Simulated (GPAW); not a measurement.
The system is TiTe2.

```
Te Ti
1.0
     3.77700    0.00000    0.00000
    -1.88850    3.27098    0.00000
     0.00000    0.00000    6.49800
Te Ti
2 1
Direct
  0.33333 0.66667 0.73720
  0.66667 0.33333 0.26280
  0.00000 0.00000 0.00000
```

Base run:

* Program: GPAW 26.7.0
* Functional: PBE
* Potentials or basis: GPAW PAW data sets (gpaw-data 1.2.1)
* Cutoff: 500 eV
* Basis: pw
* k mesh: 7 × 7 × 4
* Occupations: fermi-dirac, width 0.05 eV
* Spin: no spin polarisation

Its results: band gap on the k mesh none (metal or under the smearing width); pressure 0.6 GPa; largest force 0.013 eV/Å.

Question: The run is repeated on the same cell with these changes: functional from PBE to LDA; potentials or basis from GPAW PAW data sets (gpaw-data 1.2.1) to the program's PAW data sets (release 1.2.1) made for this functional. What comes out?

Answer: Band gap on the k mesh none (metal or under the smearing width); pressure -4.4 GPa; largest force 0.338 eV/Å.

Caveats: the cutoff is short for stress and forces, so pressures can be off by a GPa or more; this functional lacks dispersion, which binds the layers, so the pressure and a relaxed spacing across them are unreliable (some runs).
